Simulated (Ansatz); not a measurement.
# Nudged elastic band run: W9C8

input.yaml

```yaml
crystal:
  lattice:
    - [5.792, 0.0, 0.0]
    - [-2.896, 5.016019, 0.0]
    - [0.0, 0.0, 17.25835]
  atoms:
    - { symbol: W, position: [0.0, 0.0, 0.057943] }
    - { symbol: C, position: [0.33452579, 0.16905266, 0.13516004] }
    - { symbol: W, position: [-0.004245, 0.00424905, 0.21985959] }
    - { symbol: C, position: [0.33350978, 0.16702666, 0.29698525] }
    - { symbol: W, position: [0.0, 0.5, 0.057943] }
    - { symbol: C, position: [0.33452498, 0.66547158, 0.1351596] }
    - { symbol: W, position: [-0.00424803, 0.49150315, 0.2198588] }
    - { symbol: C, position: [0.33350534, 0.66647766, 0.29698773] }
    - { symbol: W, position: [0.5, 0.0, 0.057943] }
    - { symbol: C, position: [0.83333207, 0.16666598, 0.133031] }
    - { symbol: W, position: [0.50849189, 0.00424758, 0.21985985] }
    - { symbol: C, position: [0.8333322, 0.16666593, 0.28844808] }
    - { symbol: W, position: [0.5, 0.5, 0.057943] }
    - { symbol: C, position: [0.83094504, 0.66547136, 0.13515963] }
    - { symbol: W, position: [0.49999918, 0.49999959, 0.22253441] }
    - { symbol: C, position: [0.83297188, 0.66648097, 0.29698843] }
    - { symbol: W, position: [0.1666617, 0.8333271, 0.34995154] }
basis:
  ecutwfc: 420.0
kpoints:
  mp_grid: { grid: [4, 4, 1] }
hamiltonian:
  xc: pbesol
  pseudopotentials: { kind: paw, azcp: { folder: soft_1 } }
scf:
  occupations: { method: gaussian, width: 0.05 }
  lower_state_search: "off"
neb:
  images: 5
  f_tol: 0.03
  initial_path: linear
  max_iterations: 56
  constraints: [{ sites: [0, 4, 8, 12] }]
  final_atoms:
    - { symbol: W, position: [0.0, 0.0, 0.057943] }
    - { symbol: C, position: [0.33333207, 0.16666598, 0.133031] }
    - { symbol: W, position: [0.00849189, 0.00424758, 0.21985985] }
    - { symbol: C, position: [0.3333322, 0.16666593, 0.28844808] }
    - { symbol: W, position: [0.0, 0.5, 0.057943] }
    - { symbol: C, position: [0.33094504, 0.66547136, 0.13515963] }
    - { symbol: W, position: [-8.2e-07, 0.49999959, 0.22253441] }
    - { symbol: C, position: [0.33297188, 0.66648097, 0.29698843] }
    - { symbol: W, position: [0.5, 0.0, 0.057943] }
    - { symbol: C, position: [0.83452579, 0.16905266, 0.13516004] }
    - { symbol: W, position: [0.495755, 0.00424905, 0.21985959] }
    - { symbol: C, position: [0.83350978, 0.16702666, 0.29698525] }
    - { symbol: W, position: [0.5, 0.5, 0.057943] }
    - { symbol: C, position: [0.83452498, 0.66547158, 0.1351596] }
    - { symbol: W, position: [0.49575197, 0.49150315, 0.2198588] }
    - { symbol: C, position: [0.83350534, 0.66647766, 0.29698773] }
    - { symbol: W, position: [0.6666617, 0.8333271, 0.34995154] }
  order_check: true
```

Run as:

```bash
$ ansatz run input.yaml --threads 4 --pin off --max-ram 10240MiB --backend cpu --events-out ev --progress --plain --runs-dir out
```

Output, in part (warnings, iteration lines):

```
NEB end point (image 0): max|allowed force component| = 2.653e-2 eV/Å (the criterion of neb.relax_end_points is 1.000e-2)
NEB end point (image 6): max|allowed force component| = 2.656e-2 eV/Å (the criterion of neb.relax_end_points is 1.000e-2)
NEB iter   1: max|band force component| = 6.414e1 eV/Å  barrier→ = 20.5487 eV  barrier← = 20.5487 eV  Δτ_max = 0.2000 Å  (104 SCF iters)
NEB iter   2: max|band force component| = 1.314e1 eV/Å  barrier→ = 6.1409 eV  barrier← = 6.1409 eV  Δτ_max = 0.1893 Å  (61 SCF iters)
NEB iter   3: max|band force component| = 9.517e0 eV/Å  barrier→ = 3.8535 eV  barrier← = 3.8535 eV  Δτ_max = 0.2000 Å  (59 SCF iters)
NEB iter   4: max|band force component| = 5.569e0 eV/Å  barrier→ = 3.1712 eV  barrier← = 3.1712 eV  Δτ_max = 0.1487 Å  (60 SCF iters)
NEB iter   5: max|band force component| = 3.724e0 eV/Å  barrier→ = 2.9880 eV  barrier← = 2.9880 eV  Δτ_max = 0.1481 Å  (55 SCF iters)
NEB iter   6: max|band force component| = 2.215e0 eV/Å  barrier→ = 2.8495 eV  barrier← = 2.8495 eV  Δτ_max = 0.0569 Å  (62 SCF iters)
NEB iter   7: max|band force component| = 1.479e0 eV/Å  barrier→ = 2.7733 eV  barrier← = 2.7733 eV  Δτ_max = 0.1049 Å  (52 SCF iters)
NEB iter   8: max|band force component| = 5.722e-1 eV/Å  barrier→ = 2.7264 eV  barrier← = 2.7264 eV  Δτ_max = 0.0471 Å  (55 SCF iters)
[... lines left out ...]
```

The forces met the threshold. The band force fell under the threshold earlier too, but the program's further tests of the path sent the band on. The profile has 2 maxima (images 1, 4) with wells between them (image 2): this band takes more than one step, which may be the mechanism or a detour left from its start path. Neighbouring images differ by up to 2.9 eV, so the band resolves the path poorly. By the program's own check the climbing image is a first-order saddle point (lowest curvatures found: -6.92 and 2.04 eV/Å²). Limits of this set-up: coarse k mesh, thin slab, slab without dipole correction, PAW files made for another functional.

Final band (atoms are numbered from 1 in the order of the input):

| image | path coordinate (Å) | energy (eV) | C4–W17 (Å) | W7–W17 (Å) | C12–W17 (Å) |
| --- | --- | --- | --- | --- | --- |
| 0 | 0.00 | 0.00 | 1.91 | 2.83 | 3.51 |
| 1 | 1.08 | 2.90 | 1.86 | 3.28 | 2.35 |
| 2 | 1.62 | 2.22 | 1.91 | 3.63 | 1.97 |
| 3 | 2.17 | 2.32 | 2.00 | 3.76 | 1.90 |
| 4 | 2.71 | 2.87 | 2.43 | 3.84 | 1.86 |
| 5 | 3.26 | 1.08 | 2.99 | 3.90 | 1.87 |
| 6 | 3.80 | 0.00 | 3.51 | 4.00 | 1.91 |

The run took 69 min on 4 threads of Arm Neoverse V1, on a shared host, peak memory 3.7 GiB.
